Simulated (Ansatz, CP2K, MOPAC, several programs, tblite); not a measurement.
Energy against volume for ZnSe built on the NiAs prototype, at fixed shape and fractional coordinates, computed by several methods (PBE and r2SCAN, where shown, with plane waves in Ansatz); the cell shown is that of r2SCAN. With free coordinates or axes held, a curve is too stiff, and on another method's shape its minimum isn't the method's own volume. Space group P6_3/mmc (No. 194), hexagonal; conventional cell a = 3.780 Å, c = 6.132 Å, 18.97 Å³ an atom. Zn has 6 Se at 2.67 Å; Se has 6 Zn at 2.67 Å. (Calculated; spin-unpolarised; the phase may be known or hypothetical.) Energies count from each curve's lowest point; fits are third-order Birch-Murnaghan.

```
Zn Se
1.0
     3.77967    0.00000    0.00000
    -1.88983    3.27329    0.00000
     0.00000    0.00000    6.13190
Zn Se
2 2
Direct
  0.00000 0.00000 0.00000
  0.00000 0.00000 0.50000
  0.33333 0.66667 0.25000
  0.66667 0.33333 0.75000
```

Q: PBE, on the shape of its own relaxed cell, gives
```tsv
V (Å³/atom)	E (meV/atom)
18.344	17.52
18.930	4.16
19.515	0.00
20.101	3.60
20.686	13.71
```
What equilibrium volume and bulk modulus follow?

A: V₀ = 19.52 Å³ an atom and B₀ = 70 GPa.

Q: PBE/DZVP (CP2K), on the shape of the cell shown, gives
```csv
V (Å³/atom),E (meV/atom)
16.690,139.86
17.828,46.46
18.966,5.26
20.104,0.00
21.242,20.37
```
What equilibrium volume and bulk modulus follow?

A: V₀ = 19.72 Å³ an atom and B₀ = 69 GPa.

GFN1-xTB (tblite), on the shape of the cell shown, as a cluster of 72 atoms at the zone centre:
```tsv
V (Å³/atom)	E (meV/atom)
16.690	264.78
17.828	133.85
18.966	53.94
20.104	12.45
21.242	0.00
```
The lowest point is an end point, so the minimum isn't bracketed.

PBE/SZV (CP2K), on the shape of the cell shown:
```tsv
V (Å³/atom)	E (meV/atom)
16.690	267.71
17.828	122.89
18.966	41.43
20.104	4.46
21.242	0.00
```
The lowest point is an end point, so the minimum isn't bracketed.

PM7 (MOPAC), on the shape of the cell shown, as a cluster of 72 atoms at the zone centre:
```tsv
V (Å³/atom)	E (meV/atom)
16.690	255.91
17.828	103.57
18.966	23.99
20.104	0.00
21.242	13.84
```
The points scatter about a smooth fit, a numerical artefact, so no fit is quoted.
